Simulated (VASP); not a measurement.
**CoO under changes of volume**

One of the cells (8.662 Å³/atom); the others are scaled copies at fixed shape and fractional positions:

```
Co O
1.0
     2.58755    0.00000    0.00000
     0.00000    2.58755    0.00000
     0.00000    0.00000    2.58755
Co O
1 1
Cartesian
  0.0000 0.0000 0.0000
  1.2938 1.2938 1.2938
```

Measurements of this composition are mostly on another form, of space group No. 225.

| Quantity | Value |
| --- | --- |
| Program | VASP 6.6.1 |
| Functional | PBE |
| Potentials or basis | VASP PAW PBE potentials, release 64 (Co, O) |
| Cutoff | 520 eV |
| k mesh | 10 × 10 × 10 |
| Occupations | fermi-dirac, width 0.05 eV |
| Spin | collinear spin, ferromagnetic start |
| Starting moments | [2.0, 0.0] μB |

| volume (Å³/atom) | energy over the lowest point (meV/atom) | pressure (GPa) |
| --- | --- | --- |
| 7.983 | ? | ? |
| 8.153 | 49.06 | 22.3 |
| 8.323 | 28.46 | 16.4 |
| 8.662 | 4.60 | 6.3 |
| 8.832 | 0.15 | 2.1 |
| 9.002 | 0.00 | -1.7 |

What does the run at 7.983 Å³/atom give?

Energy over the lowest point 76.35 meV/atom; pressure 28.9 GPa.

Worked out: A Birch-Murnaghan fit of order 3 (a polynomial in V^(-2/3)) to the other rows has its minimum at 8.92 Å³/atom with B0 = V·E''(V) = 202 GPa and B' = 4.6. It gives 76.34 meV/atom at 7.983 Å³/atom, against the run's 76.35, and -dE/dV = 29.1 GPa, against 28.9.

Energies are extrapolated to zero smearing.

Caveats: a cell with one magnetic atom can't hold antiferromagnetic order, which such compounds often take.
